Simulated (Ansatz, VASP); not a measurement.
## Cross-check of K31NaBr32 (Na_K) between VASP and Ansatz

Aim: how closely do two programs agree when they are given the same cell, functional and k mesh? The cell is taken from a series of runs on this material, whose earlier steps may have relaxed, scaled, displaced or heated it; both programs get it as it stands.

Calculated with Ansatz 0.2.0; plane waves, with VASP 6.6.1 beside it; single point at PBE.

### Step 1. Starting point

The cell holds 64 atoms: 31 K, 32 Br and 1 Na. Cell: a = 13.402 Å, b = 13.402 Å, c = 13.402 Å, α = 90.0°, β = 90.0°, γ = 90.0°. It derives from KBr (KBr (Fm-3m)). Nearest the centre at fractional (0.500, 0.500, 0.500): Na64 at 0.01 Å, Br46 at 3.21 Å, Br60 at 3.21 Å, Br61 at 3.21 Å, Br53 at 3.21 Å, Br56 at 3.21 Å, Br62 at 3.21 Å, K15 at 4.71 Å.

As a file:

```xyz
64
Lattice="13.4017 0.0000 0.0000 0.0000 13.4017 0.0000 0.0000 0.0000 13.4017" Properties=species:S:1:pos:R:3 pbc="T T T"
K     0.0009    0.0005   13.3984
K     0.0011    3.3509    3.3465
K     3.3510    0.0005    3.3467
K     3.3516    3.3505   13.3980
K     0.0015    0.0007    6.6976
K     0.0012    3.3510   10.0478
K     3.3510    0.0002   10.0485
K     3.3728    3.3709    6.6973
K     0.0010    6.7017   13.3984
K     0.0005   10.0523    3.3476
K     3.3714    6.7014    3.3673
K     3.3514   10.0520   13.3988
K     0.0018    6.7012    6.6974
K     0.0010   10.0519   10.0484
K     3.3722    6.7011   10.0279
K     3.3724   10.0313    6.6980
K     6.7024    0.0002   13.3987
K     6.7015    3.3712    3.3679
K    10.0522    0.0003    3.3477
K    10.0530    3.3503   13.3984
K     6.7022   13.4012    6.6982
K     6.7019    3.3712   10.0278
K    10.0524   13.4016   10.0486
K    10.0321    3.3711    6.6976
K     6.7022    6.7011   13.4000
K     6.7016   10.0313    3.3685
K    10.0313    6.7009    3.3688
K    10.0529   10.0515   13.3992
K     6.7019   10.0302   10.0284
K    10.0316    6.7006   10.0274
K    10.0321   10.0300    6.6983
Br    0.0007    0.0006    3.3496
Br    0.0014    3.3536   13.3980
Br    3.3544    0.0004   13.3986
Br    3.3478    3.3476    3.3434
Br    0.0010    0.0007   10.0454
Br    0.0015    3.3648    6.6970
Br    3.3660    0.0002    6.6973
Br    3.3481    3.3470   10.0509
Br    0.0008    6.7016    3.3610
Br    0.0014   10.0493   13.3987
Br    3.3657    6.7011   13.3984
Br    3.3476   10.0551    3.3440
Br    0.0012    6.7013   10.0340
Br    0.0015   10.0378    6.6979
Br    3.4958    6.7010    6.6977
Br    3.3480   10.0551   10.0517
Br    6.7016    0.0002    3.3619
Br    6.7021    3.3647   13.3989
Br   10.0497    0.0000   13.3990
Br   10.0555    3.3471    3.3436
Br    6.7016   13.4017   10.0342
Br    6.7023    3.4941    6.6977
Br   10.0385   13.4014    6.6980
Br   10.0558    3.3466   10.0516
Br    6.7012    6.7012    3.4918
Br    6.7020   10.0374   13.3993
Br   10.0383    6.7009   13.3989
Br   10.0554   10.0549    3.3442
Br    6.7017    6.7007    9.9061
Br    6.7021    9.9074    6.6984
Br    9.9114    6.7007    6.6981
Br   10.0558   10.0548   10.0524
Na    6.6981    6.7008    6.6965
```

### Step 2. Ansatz: single point, PBE

Ansatz runs on its PAW soft_1 files.

A single point gives forces, pressure and levels at one fixed geometry, so differences don't come from the geometry; what else differs is listed under the comparison.

input.yaml

```yaml
crystal:
  lattice:
    - [13.40170262, 0.0, 0.0]
    - [0.0, 13.40170262, 0.0]
    - [0.0, 0.0, 13.40170262]
  atoms:
    - { symbol: K_a, position: [6.933044e-05, 3.923424e-05, -0.00024838323] }
    - { symbol: K, position: [7.862697e-05, 0.25003407107, 0.24970706391] }
    - { symbol: K, position: [0.25004007634, 3.362128e-05, 0.24972065221] }
    - { symbol: K, position: [0.25008390735, 0.25000800933, -0.00027931466] }
    - { symbol: Br_b, position: [5.354911e-05, 4.726137e-05, 0.24993909697] }
    - { symbol: Br, position: [0.00010629907, 0.25023649199, -0.00027452009] }
    - { symbol: Br, position: [0.25029657989, 3.159604e-05, -0.00023290463] }
    - { symbol: Br, position: [0.24980484971, 0.24978696818, 0.24947433614] }
    - { symbol: K, position: [0.00011420711, 4.897983e-05, 0.4997606987] }
    - { symbol: K, position: [8.672429e-05, 0.25004590436, 0.74973965251] }
    - { symbol: K, position: [0.25004240248, 1.667133e-05, 0.74979425288] }
    - { symbol: K, position: [0.25167002325, 0.25152796626, 0.49973199637] }
    - { symbol: Br, position: [7.337244e-05, 5.066992e-05, 0.74956010804] }
    - { symbol: Br, position: [0.00011453669, 0.25107444342, 0.49971307488] }
    - { symbol: Br, position: [0.25115857502, 1.708491e-05, 0.49973598552] }
    - { symbol: Br_f, position: [0.24982312746, 0.24974754274, 0.74997405097] }
    - { symbol: K, position: [7.667471e-05, 0.50006105996, -0.00024315015] }
    - { symbol: K, position: [3.508481e-05, 0.75007827102, 0.24978544743] }
    - { symbol: K, position: [0.25156859692, 0.50004027253, 0.25125880697] }
    - { symbol: K, position: [0.25007262814, 0.75005076719, -0.00021844972] }
    - { symbol: Br, position: [6.221207e-05, 0.50005702733, 0.2507858456] }
    - { symbol: Br, position: [0.00010455842, 0.74985322948, -0.00022635146] }
    - { symbol: Br, position: [0.25114210597, 0.50001865614, -0.00024895803] }
    - { symbol: Br, position: [0.24979062136, 0.7502828746, 0.24952139001] }
    - { symbol: K_g, position: [0.0001361429, 0.50002681217, 0.49974610157] }
    - { symbol: K, position: [7.344221e-05, 0.75004493773, 0.7497824566] }
    - { symbol: K_e, position: [0.25162379102, 0.5000201101, 0.7482522729] }
    - { symbol: K, position: [0.25164259642, 0.74851160988, 0.49978621547] }
    - { symbol: Br, position: [9.325003e-05, 0.50003186667, 0.74871106176] }
    - { symbol: Br, position: [0.00011385359, 0.74899120476, 0.49977677509] }
    - { symbol: Br_d, position: [0.26084403526, 0.50001143027, 0.49976466603] }
    - { symbol: Br, position: [0.24981604208, 0.75028273864, 0.75002964269] }
    - { symbol: K, position: [0.50011461443, 1.79216e-05, -0.00022158419] }
    - { symbol: K, position: [0.50005121249, 0.25155245682, 0.25130760235] }
    - { symbol: K, position: [0.75006554155, 2.566135e-05, 0.24979384738] }
    - { symbol: K, position: [0.75013194089, 0.2499911744, -0.0002446506] }
    - { symbol: Br, position: [0.50005476532, 1.731419e-05, 0.25085758809] }
    - { symbol: Br, position: [0.50009221726, 0.25106431869, -0.00020945513] }
    - { symbol: Br, position: [0.74988203609, 1.16711e-06, -0.00020494119] }
    - { symbol: Br, position: [0.75031502152, 0.2497530085, 0.24948836397] }
    - { symbol: K, position: [0.50010215275, -3.571718e-05, 0.49980329291] }
    - { symbol: K, position: [0.50008033246, 0.25155159883, 0.7482470295] }
    - { symbol: K, position: [0.75008295772, -5.63107e-06, 0.74980053836] }
    - { symbol: K, position: [0.74856949175, 0.25154628934, 0.49975905162] }
    - { symbol: Br, position: [0.50005959591, -3.55392e-06, 0.74872350169] }
    - { symbol: Br, position: [0.500109377, 0.26072289657, 0.49976416977] }
    - { symbol: Br, position: [0.74905013961, -2.592433e-05, 0.49978885441] }
    - { symbol: Br, position: [0.75033434163, 0.24971331904, 0.75002698139] }
    - { symbol: K, position: [0.50010215822, 0.50001540568, -0.00012462628] }
    - { symbol: K, position: [0.50005315184, 0.74850791165, 0.25134782352] }
    - { symbol: K, position: [0.74850938282, 0.50000497974, 0.25137171403] }
    - { symbol: K, position: [0.7501247474, 0.75001744884, -0.000185769] }
    - { symbol: Br, position: [0.50002860864, 0.50002960151, 0.26055177229] }
    - { symbol: Br, position: [0.50008285513, 0.74896481838, -0.00018041954] }
    - { symbol: Br, position: [0.74903235714, 0.50000501757, -0.00020643685] }
    - { symbol: Br, position: [0.75030392092, 0.75027158356, 0.24953617578] }
    - { symbol: Na_c, position: [0.4997968975, 0.49999500939, 0.49967871433] }
    - { symbol: K, position: [0.50008151573, 0.74842914504, 0.74829589976] }
    - { symbol: K, position: [0.74853255513, 0.49997768192, 0.74821936021] }
    - { symbol: K, position: [0.74856656272, 0.74841548638, 0.49981226559] }
    - { symbol: Br, position: [0.50006613444, 0.49998657739, 0.73916518634] }
    - { symbol: Br, position: [0.50009130697, 0.7392633072, 0.49981368103] }
    - { symbol: Br, position: [0.7395609588, 0.49998952866, 0.49979418308] }
    - { symbol: Br, position: [0.75033858146, 0.75026234536, 0.75008170244] }
basis:
  ecutwfc: 420
  xc_grid: 2
hamiltonian:
  xc: pbe
  pseudopotentials: { kind: paw, azcp: { folder: soft_1 } }
kpoints:
  mp_grid: { grid: [1, 1, 1] }
scf:
  occupations: { method: fermi_dirac, width: 0.01 }
  max_iter: 100
output:
  forces: true
  eigenvalues: true
  core_levels:
    shells:
      K_a: "2p"
      Br_b: "2p"
      Na_c: "1s"
      Br_d: "2p"
      K_e: "2p"
      Br_f: "2p"
      K_g: "2p"
    eps_inf: 2.5
```

Launch:

```console
ansatz run input.yaml --threads 4 --pin off --max-ram 7536MiB --backend cpu --events-out ev --progress --plain --runs-dir out
```

Numbers of over 12 decimals in the logs are rounded to 6 here.

Output:

```text
Engine: ansatz 0.2.0, aarch64-unknown-linux-gnu
Pseudopotentials: kind: paw
Pseudopotential: K, paw, valence charge 9, recommended cutoff 420 eV (normal), soft_1/K.paw.azcp
Pseudopotential: Br, paw, valence charge 7, recommended cutoff 420 eV (normal), soft_1/Br.paw.azcp
Pseudopotential: Na, paw, valence charge 9, recommended cutoff 420 eV (normal), soft_1/Na.paw.azcp
Functional definition: PBE
  parameter kappa = 0.804
  parameter beta = 0.066725
  exchange = pbe_x(kappa = kappa, mu = beta*pi^2/3)
  correlation = pbe_c(beta = beta)
Crystal: 64 atoms, lattice volume = 2407.021 Å³
Basis set: ecut = 420 eV, 47089 PW (Γ), exchange–correlation on 180×180×180 points (8 copies of the dense FFT grid, shifted against one another)
Bands: 320, of which v1, the nominal top of the filled ones, is band 256 counted from 1 (255 counted from 0)
Symmetry: 1 space group operations
Space group: P1 (ITA 1), of the structure as read, at distance tolerance 1.3e-4 Å
k-points: 1
Non-local potential: K, projectors of the file, l = 0: 3, l = 1: 2, l = 2: 2
Non-local potential: Br, projectors of the file, l = 0: 2, l = 1: 2, l = 2: 2
Non-local potential: Na, projectors of the file, l = 0: 3, l = 1: 2, l = 2: 1
PAW form: soft (Blöchl's): semilocal exchange-correlation on the pseudo side does not see the compensation charge
PAW one-centre angular grid: K, 110 points (default); XC on 64 Gauss nodes
PAW one-centre angular grid: Br, 110 points (default); XC on 64 Gauss nodes
PAW one-centre angular grid: Na, 110 points (default); XC on 64 Gauss nodes
Initial density: superposition of atomic densities (chi_scale 0.1, normalization cell, long waves kept (reshape's long-wave potential 0.08 eV rms))
Initial wavefunctions: pseudopotential atomic-orbital guess
Functional: x = pbe(κ = 0.804, μ = 0.219515), c = pbe(β = 0.066725)
SCF iter   1: F=—  HF=-138353.782914 eV  |F-HF|=—  |Δ(HF+E_count)|=         —  Δρ=3.55e-2  dr2=4.91e1  ethr=3.10e-3  ⟨swp⟩=6.0  Hψ=1213  notcnv=0  defer=31
preconditioner: auto → Resta (q_TF=auto, 2.108 Å⁻¹)  ε∞=2.3  [insulator: Δε(μ)=3.124 eV  Ē_g=13.793 eV  σ=0.010 eV  W_gap=1.00  n_scr=388 (ndim 8)  ℏωp=15.9 eV  f_vac=0.000  D(μ)=0.00/eV (n_scr^D=0)  ε∞_Penn≈2.3]
SCF iter   2: F=—  HF=-138334.532379 eV  |F-HF|=—  |Δ(HF+E_count)|=    1.93e1  Δρ=1.10e-2  dr2=6.12e0  ethr=3.10e-3  ⟨swp⟩=3.0  Hψ=637  notcnv=0  defer=57
SCF iter   3: F=—  HF=-138332.314322 eV  |F-HF|=—  |Δ(HF+E_count)|=    2.22e0  Δρ=4.35e-3  dr2=6.14e-1  ethr=1.19e-3  ⟨swp⟩=3.0  Hψ=526  notcnv=0  defer=57
SCF iter   4: F=—  HF=-138332.440532 eV  |F-HF|=—  |Δ(HF+E_count)|=   1.26e-1  Δρ=7.52e-4  dr2=2.96e-2  ethr=1.20e-4  ⟨swp⟩=3.0  Hψ=367  notcnv=0  defer=57
SCF iter   5: F=—  HF=-138332.461935 eV  |F-HF|=—  |Δ(HF+E_count)|=   2.14e-2  Δρ=2.73e-4  dr2=2.42e-3  ethr=5.78e-6  ⟨swp⟩=3.0  Hψ=494  notcnv=0  defer=57
SCF iter   6: F=—  HF=-138332.467625 eV  |F-HF|=—  |Δ(HF+E_count)|=   5.69e-3  Δρ=6.43e-5  dr2=1.02e-4  ethr=4.72e-7  ⟨swp⟩=2.0  Hψ=491  notcnv=0  defer=57
SCF iter   7: F=—  HF=-138332.467697 eV  |F-HF|=—  |Δ(HF+E_count)|=   7.21e-5  Δρ=2.03e-5  dr2=9.40e-6  ethr=1.99e-8  ⟨swp⟩=2.0  Hψ=519  notcnv=0  defer=57
SCF iter   8: F=—  HF=-138332.467959 eV  |F-HF|=—  |Δ(HF+E_count)|=   2.62e-4  Δρ=6.62e-6  dr2=7.73e-7  ethr=1.84e-9  ⟨swp⟩=2.0  Hψ=578  notcnv=0  defer=57
SCF iter   9: F=-138332.467963 eV  HF=-138332.467962 eV  |F-HF|=1.10e-7  |Δ(HF+E_count)|=   3.49e-6  Δρ=1.80e-6  dr2=6.88e-8  ethr=1.95e-11  ⟨swp⟩=22.0  Hψ=2541  notcnv=0
SCF 1 converged in 9 iterations: F = -138332.467963 eV  dr2 = 6.88e-8
  greatest PAW one-centre occupation: 0.999 electrons in one spin orbital (limit 2), on the Na atom at site 56 (counted from 0), in its partial waves of l = 0
── core hole 1/7: 2p of K_a 0 ──
── 2p of K_a 0: 289.921 eV over the cell without the hole, in 10 iterations ──
── core hole 2/7: 2p of Br_b 4 ──
── 2p of Br_b 4: 1554.874 eV over the cell without the hole, in 10 iterations ──
── core hole 3/7: 2p of Br_f 15 ──
── 2p of Br_f 15: 1554.859 eV over the cell without the hole, in 10 iterations ──
── core hole 4/7: 2p of K_g 24 ──
── 2p of K_g 24: 290.041 eV over the cell without the hole, in 10 iterations ──
── core hole 5/7: 2p of K_e 26 ──
── 2p of K_e 26: 289.890 eV over the cell without the hole, in 10 iterations ──
── core hole 6/7: 2p of Br_d 30 ──
── 2p of Br_d 30: 1554.815 eV over the cell without the hole, in 10 iterations ──
── core hole 7/7: 1s of Na_c 56 ──
── 1s of Na_c 56: 1067.764 eV over the cell without the hole, in 10 iterations ──
SCF converged after 9 iterations
Free energy (F): -138332.467963 eV
Harris-Foulkes:  -138332.467962 eV  (|F-HF|=1.10e-7)
Internal energy: -138332.467963 eV  (E = F + TS)
E sigma→0 (E₀):  -138332.467963 eV
Fermi energy:    2.881533 eV
--- Per-component energies (eV) ---
  E_band       = -4568.594938
  E_kinetic    = 12241.025765
  E_local      = -27838.162925  (includes V_loc(G=0)·N_el)
[...]
atom  17  K        0.00003597    -0.00031889    -0.00002910
  atom  18  K        0.00029563    -0.00016172    -0.00046749
  atom  19  K        0.00087295    -0.00005721     0.00114931
  atom  20  K       -0.00006858    -0.00003492    -0.00010168
  atom  21  Br       0.00008235    -0.00014831     0.00064667
  atom  22  Br      -0.00019328    -0.00022627     0.00008488
  atom  23  Br       0.00031952     0.00017897     0.00029106
  atom  24  Br      -0.00023119     0.00047178    -0.00031651
  atom  25  K_g     -0.00041907     0.00001212     0.00012661
  atom  26  K        0.00002831     0.00016367     0.00015762
  atom  27  K_e      0.00087189    -0.00006340    -0.00094886
  atom  28  K        0.00061641    -0.00108383    -0.00015365
  atom  29  Br       0.00001373     0.00006972    -0.00039874
  atom  30  Br      -0.00001249    -0.00045164     0.00004836
  atom  31  Br_d    -0.00001623     0.00012279    -0.00016288
  atom  32  Br      -0.00031657     0.00028966     0.00049263
  atom  33  K       -0.00040440    -0.00006658     0.00012942
  atom  34  K        0.00026955     0.00068999     0.00089578
  atom  35  K        0.00024289    -0.00016869    -0.00035325
  atom  36  K       -0.00026853     0.00000358     0.00011472
  atom  37  Br       0.00006286     0.00008802     0.00014099
  atom  38  Br       0.00007060     0.00036495    -0.00009229
  atom  39  Br      -0.00000991     0.00012256    -0.00007941
  atom  40  Br       0.00052102    -0.00028177    -0.00012837
  atom  41  K        0.00001919     0.00031162    -0.00015706
  atom  42  K        0.00006126     0.00072822    -0.00097383
  atom  43  K        0.00016383    -0.00003569     0.00002329
[...]
atom  56  Br       0.00046103     0.00038965    -0.00017156
  atom  57  Na_c     0.00188991     0.00004916     0.00085746
  atom  58  K        0.00003378    -0.00057953    -0.00110411
  atom  59  K       -0.00087028     0.00025507    -0.00055192
  atom  60  K       -0.00091314    -0.00052665    -0.00005705
  atom  61  Br       0.00006336     0.00016471    -0.00098771
  atom  62  Br      -0.00009424    -0.00024819    -0.00008843
  atom  63  Br      -0.00168244     0.00000490    -0.00015979
  atom  64  Br       0.00037074     0.00020885     0.00010371
  max |Σ_I F_I| component: 1.18e-5 eV/Å
--- Band table (eV) ---
  k-point 0: bands = [... 252 lower, 0.6020, 0.7416, 0.7416, 0.7417, 5.0105, 6.3307, 6.4401, 6.4402, ... 60 higher]
--- Core levels from the valence top (the input states a gap; a hole's nearest image at 13.4 Å) ---
  the holes have spin, beside a run without
  atom         alike  shell      binding/eV   shift/eV difference/eV images/eV   SCF
  K_a 0            1     2p         291.261     -0.119       289.921    +0.610    10
  Br_b 4           1     2p        1556.238     +0.000      1554.874    +0.610    10
  Br_f 15          1     2p        1556.223     -0.015      1554.859    +0.610    10
  K_g 24           1     2p         291.380     +0.000       290.041    +0.610    10
  K_e 26           1     2p         291.240     -0.140       289.890    +0.610    10
  Br_d 30          1     2p        1556.178     -0.060      1554.815    +0.610    10
  Na_c 56          1     1s        1069.104     +0.000      1067.764    +0.610    10
  the dataset of K_a with a 2p hole: scattering error 0.003 eV (0.005 eV in the local channel); free atom: scalar-relativistic, large and small components
  the two lines of K_a's 2p: 2p1/2 +1.862 eV and 2p3/2 -0.931 eV off its levels, 1 : 2 in strength
  the dataset of Br_b with a 2p hole: scattering error 0.006 eV (0.002 eV in the local channel); free atom: scalar-relativistic, large and small components
  the two lines of Br_b's 2p: 2p1/2 +31.058 eV and 2p3/2 -15.529 eV off its levels, 1 : 2 in strength
  the dataset of Br_f with a 2p hole: scattering error 0.006 eV (0.002 eV in the local channel); free atom: scalar-relativistic, large and small components
  the two lines of Br_f's 2p: 2p1/2 +31.058 eV and 2p3/2 -15.529 eV off its levels, 1 : 2 in strength
  the dataset of K_g with a 2p hole: scattering error 0.003 eV (0.005 eV in the local channel); free atom: scalar-relativistic, large and small components
  the two lines of K_g's 2p: 2p1/2 +1.862 eV and 2p3/2 -0.931 eV off its levels, 1 : 2 in strength
  the dataset of K_e with a 2p hole: scattering error 0.003 eV (0.005 eV in the local channel); free atom: scalar-relativistic, large and small components
  the two lines of K_e's 2p: 2p1/2 +1.862 eV and 2p3/2 -0.931 eV off its levels, 1 : 2 in strength
  the dataset of Br_d with a 2p hole: scattering error 0.006 eV (0.002 eV in the local channel); free atom: scalar-relativistic, large and small components
  the two lines of Br_d's 2p: 2p1/2 +31.058 eV and 2p3/2 -15.529 eV off its levels, 1 : 2 in strength
  the dataset of Na_c with a 1s hole: scattering error 0.021 eV (0.001 eV in the local channel); free atom: scalar-relativistic, large and small components
  K_a 0 2p: no_plateau
  the highest filled level without a hole stands at 0.7417 eV, at the point (0.0000, 0.0000, 0.0000)
  K_a 0 2p: the alignment adds -0.0110 eV (standard deviation 0.0498 over 37 far atoms)
  Br_b 4 2p: the alignment adds +0.0126 eV (standard deviation 0.0130 over 37 far atoms)
  Br_f 15 2p: the alignment adds +0.0129 eV (standard deviation 0.0127 over 37 far atoms)
  K_g 24 2p: the alignment adds -0.0128 eV (standard deviation 0.0487 over 37 far atoms)
  K_e 26 2p: the alignment adds -0.0022 eV (standard deviation 0.0329 over 35 far atoms)
  Br_d 30 2p: the alignment adds +0.0116 eV (standard deviation 0.0123 over 36 far atoms)
  Na_c 56 1s: the alignment adds -0.0109 eV (standard deviation 0.0453 over 37 far atoms)
  a level is its difference with the images' term at an eps_inf of 2.5, the alignment and the highest filled level
```

Reading the cycles: dr2 is the Hartree energy of the density residual (eV), the measure of convergence; HF is the Harris–Foulkes estimate of the energy, which meets the free energy F at convergence.

(Part 1 of 2 ends here.)

[Lines on the potential files, build, host, timing and source positions are cut from VASP's logs without a mark.]

[Logs are printed without paths, hosts, clocks, repeated set-up lines and the standing remarks that a program may print on its own settings, such as how far it seeks lower states.]

[Hosts, paths, dates, database ids (printed as entryN), source tags and the programs' standing remarks are cut or masked in the printed files.]
